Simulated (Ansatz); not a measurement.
# ZrO2: the cost of one run

All numbers below are computed with Ansatz 0.2.0 (DFT PBE+D3(BJ), plane waves, PAW, scalar-relativistic, no spin polarisation).

**1. The starting structure**

The cell holds 12 atoms (O8Zr4): a = 5.065 Å, b = 5.065 Å, c = 5.065 Å, α = 90.00°, β = 90.00°, γ = 90.00°.

Structure file:

```xyz
12
Lattice="5.0650 0.0000 0.0000 0.0000 5.0650 0.0000 0.0000 0.0000 5.0650" Properties=species:S:1:pos:R:3 pbc="T T T"
Zr    0.0000    0.0000    0.0000
O     1.2663    1.2663    1.2663
O     3.7988    3.7988    3.7988
Zr    2.5325    2.5325    0.0000
O     3.7988    3.7988    1.2663
O     1.2663    1.2663    3.7988
Zr    2.5325    0.0000    2.5325
O     3.7988    1.2663    3.7988
O     1.2663    3.7988    1.2663
Zr    0.0000    2.5325    2.5325
O     1.2663    3.7988    3.7988
O     3.7988    1.2663    1.2663
```

**2. Run 1**

300 steps of 1.5 fs under a Nosé-Hoover thermostat at 2000 K.

Input file input.yaml:

```yaml
accuracy: low
crystal:
  lattice:
    - [5.065, 0.0, 0.0]
    - [0.0, 5.065, 0.0]
    - [0.0, 0.0, 5.065]
  atoms:
    - { symbol: Zr, position: [0.0, 0.0, 0.0] }
    - { symbol: O, position: [0.25, 0.25, 0.25] }
    - { symbol: O, position: [0.75, 0.75, 0.75] }
    - { symbol: Zr, position: [0.5, 0.5, 0.0] }
    - { symbol: O, position: [0.75, 0.75, 0.25] }
    - { symbol: O, position: [0.25, 0.25, 0.75] }
    - { symbol: Zr, position: [0.5, 0.0, 0.5] }
    - { symbol: O, position: [0.75, 0.25, 0.75] }
    - { symbol: O, position: [0.25, 0.75, 0.25] }
    - { symbol: Zr, position: [0.0, 0.5, 0.5] }
    - { symbol: O, position: [0.25, 0.75, 0.75] }
    - { symbol: O, position: [0.75, 0.25, 0.25] }
basis:
  ecutwfc: 420.0
kpoints:
  mp_grid: { grid: [2, 2, 2] }
hamiltonian:
  xc: pbe
  dispersion: d3bj
  pseudopotentials: { kind: paw, azcp: { folder: soft_1 } }
scf:
  occupations: { method: fermi_dirac, width: 0.17 }
  lower_state_search: "off"
md:
  timestep: 1.5
  n_steps: 300
  ensemble: nvt_nose_hoover
  temperature: 2000.0
  initial_velocities: maxwell_boltzmann
  seed: 175893
  nose_hoover: { tau: 200.0, chain_length: 5 }
```

Started as:

```console
> ansatz run input.yaml --threads 1 --pin off --max-ram 3072MiB --backend cpu --events-out ev --progress --plain --runs-dir out
```

Q: Estimate wall time and peak memory on 1 thread of Arm Neoverse V2, shared host.

About 12 min, with a peak of 0.45 GiB.
